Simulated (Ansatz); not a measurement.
A (001) slab of relaxed bulk KBr (Fm-3m, 37.61 Å³/atom, gap on the mesh 4.32 eV), 3 planes in a 4×1 cell with the lowest 1 held; added atoms sit on lattice sites of the next plane. A dipole correction is on. The surface energy is the mean of the held and the free face; step energies are per length and the mean of the stripe's two steps, which run along the shortest translation of the plane; step and island energies count from the flat slab and bulk atoms.

All numbers below come from DFT PBE, scalar-relativistic, plane waves, PAW in Ansatz.

Cutoff 420 eV; k points 2×6×1 on the computed 24-atom cell (Γ-centred); Gaussian smearing, width 0.05 eV; no spin polarisation.

Start (flat slab):

```yaml
crystal:
  lattice:
    - [18.95300, 0.00000, 0.00000]
    - [0.00000, 4.73825, 0.00000]
    - [0.00000, 0.00000, 22.05134]
  atoms:
    - { symbol: K, position: [0.00000, 0.00000, 0.06802] }
    - { symbol: K, position: [0.12500, 0.50000, 0.21996] }
    - { symbol: Br, position: [0.00000, 0.00000, 0.21996] }
    - { symbol: Br, position: [0.12500, 0.50000, 0.06802] }
    - { symbol: K, position: [0.25000, 0.00000, 0.06802] }
    - { symbol: K, position: [0.37500, 0.50000, 0.21996] }
    - { symbol: Br, position: [0.25000, 0.00000, 0.21996] }
    - { symbol: Br, position: [0.37500, 0.50000, 0.06802] }
    - { symbol: K, position: [0.50000, 0.00000, 0.06802] }
    - { symbol: K, position: [0.62500, 0.50000, 0.21996] }
    - { symbol: Br, position: [0.50000, 0.00000, 0.21996] }
    - { symbol: Br, position: [0.62500, 0.50000, 0.06802] }
    - { symbol: K, position: [0.75000, 0.00000, 0.06802] }
    - { symbol: K, position: [0.87500, 0.50000, 0.21996] }
    - { symbol: Br, position: [0.75000, 0.00000, 0.21996] }
    - { symbol: Br, position: [0.87500, 0.50000, 0.06802] }
    - { symbol: K, position: [0.00000, 0.00000, 0.37190] }
    - { symbol: Br, position: [0.12500, 0.50000, 0.37190] }
    - { symbol: K, position: [0.25000, 0.00000, 0.37190] }
    - { symbol: Br, position: [0.37500, 0.50000, 0.37190] }
    - { symbol: K, position: [0.50000, 0.00000, 0.37190] }
    - { symbol: Br, position: [0.62500, 0.50000, 0.37190] }
    - { symbol: K, position: [0.75000, 0.00000, 0.37190] }
    - { symbol: Br, position: [0.87500, 0.50000, 0.37190] }
```

**Question.** Give the relaxed structure and its energy.

**Answer.** The free energy falls by 0 meV/atom.

- surface energy (J/m²): 0.10
- gap on the mesh (eV): 4.31

Relaxed structure:
```yaml
crystal:
  lattice:
    - [18.95300, 0.00000, 0.00000]
    - [0.00000, 4.73825, 0.00000]
    - [0.00000, 0.00000, 22.05134]
  atoms:
    - { symbol: K, position: [0.00000, 0.00000, 0.06802] }
    - { symbol: K, position: [0.12500, 0.50000, 0.21986] }
    - { symbol: Br, position: [0.00000, 0.00000, 0.21886] }
    - { symbol: Br, position: [0.12500, 0.50000, 0.06802] }
    - { symbol: K, position: [0.25000, 0.00000, 0.06802] }
    - { symbol: K, position: [0.37500, 0.50000, 0.21986] }
    - { symbol: Br, position: [0.25000, 0.00000, 0.21886] }
    - { symbol: Br, position: [0.37500, 0.50000, 0.06802] }
    - { symbol: K, position: [0.50000, 0.00000, 0.06802] }
    - { symbol: K, position: [0.62500, 0.50000, 0.21986] }
    - { symbol: Br, position: [0.50000, 0.00000, 0.21886] }
    - { symbol: Br, position: [0.62500, 0.50000, 0.06802] }
    - { symbol: K, position: [0.75000, 0.00000, 0.06802] }
    - { symbol: K, position: [0.87500, 0.50000, 0.21986] }
    - { symbol: Br, position: [0.75000, 0.00000, 0.21886] }
    - { symbol: Br, position: [0.87500, 0.50000, 0.06802] }
    - { symbol: K, position: [0.00000, 0.00000, 0.36888] }
    - { symbol: Br, position: [0.12500, 0.50000, 0.37233] }
    - { symbol: K, position: [0.25000, 0.00000, 0.36888] }
    - { symbol: Br, position: [0.37500, 0.50000, 0.37233] }
    - { symbol: K, position: [0.50000, 0.00000, 0.36888] }
    - { symbol: Br, position: [0.62500, 0.50000, 0.37233] }
    - { symbol: K, position: [0.75000, 0.00000, 0.36888] }
    - { symbol: Br, position: [0.87500, 0.50000, 0.37233] }
```

The run took 3.9 min on 4 threads of Arm Neoverse V1, with other jobs on the host, peak memory 4.7 GiB.